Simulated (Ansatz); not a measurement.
Method: DFT PBE, scalar-relativistic, plane waves, PAW in Ansatz. Settings: cutoff 420 eV, Γ-centred meshes spaced at most about 0.3 Å⁻¹ (2π included), Gaussian smearing. No spin polarisation in the final relaxations.

Temperature and zero-point effects are left out. All come from trial cells, and lower structures may exist.

Task: Which of these relaxed structures of LiF is the lowest in energy?
1.

Space group Aem2 (No. 39). a = 5.593 Å, b = 9.730 Å, c = 4.846 Å, α = 90.00°, β = 90.00°, γ = 90.00°
```
atom  site  symmetry       x       y       z
  Li    8d         1  0.3391  0.4064  0.1953
  Li    4c       .m. 0.8426  0.2500  0.1950
   F    8d         1  0.6739  0.4059  0.3050
   F    4c       .m. 0.1670  0.2500  0.3046
```

2.

Space group Fm-3m (No. 225). a = 4.068 Å, b = 4.068 Å, c = 4.068 Å, α = 90.00°, β = 90.00°, γ = 90.00°
| atom | site | symmetry | x | y | z |
| --- | --- | --- | --- | --- | --- |
| Li | 4a | m-3m | 0.0000 | 0.0000 | 0.0000 |
| F | 4b | m-3m | 0.5000 | 0.0000 | 0.0000 |

3.

Space group C222 (No. 21). a = 2.961 Å, b = 5.136 Å, c = 7.363 Å, α = 90.00°, β = 90.00°, γ = 90.00°
| atom | site | symmetry | x | y | z |
| --- | --- | --- | --- | --- | --- |
| Li | 4k | ..2 | 0.2500 | 0.2500 | 0.3334 |
| Li | 2b | 222 | 0.5000 | 0.0000 | 0.0000 |
| F | 4k | ..2 | 0.7500 | 0.2500 | 0.1667 |
| F | 2d | 222 | 0.0000 | 0.0000 | 0.5000 |

4.

Space group P3_121 (No. 152). a = 4.895 Å, b = 4.895 Å, c = 2.927 Å, α = 90.00°, β = 90.00°, γ = 120.00°
```
atom  site  symmetry       x       y       z
  Li    3a       .2. 0.6218  0.6218  0.0000
   F    3b       .2. 0.0000  0.6337  0.1667
```

Result: 2. It has the rock salt type, space group Fm-3m (No. 225); the next, 1, with space group Aem2 (No. 39), lies 20 meV/atom higher. Counting F atoms around Li (those within 1.25 times the shortest such distance or 1.15 times the sum of covalent radii), the lowest has Li 6 and the next has Li 4.

With atoms moved at random, Aem2 came back. Other cells relaxed within their symmetry can be saddle points; a later kick test found a lower structure for LiF C222. The part of the Crystallography Open Database at hand lists LiF in space group No. 225; sharing a group (Fm-3m) doesn't make a cell the listed structure. Some types were kept out of the candidates beforehand, so the set may lack a known form.
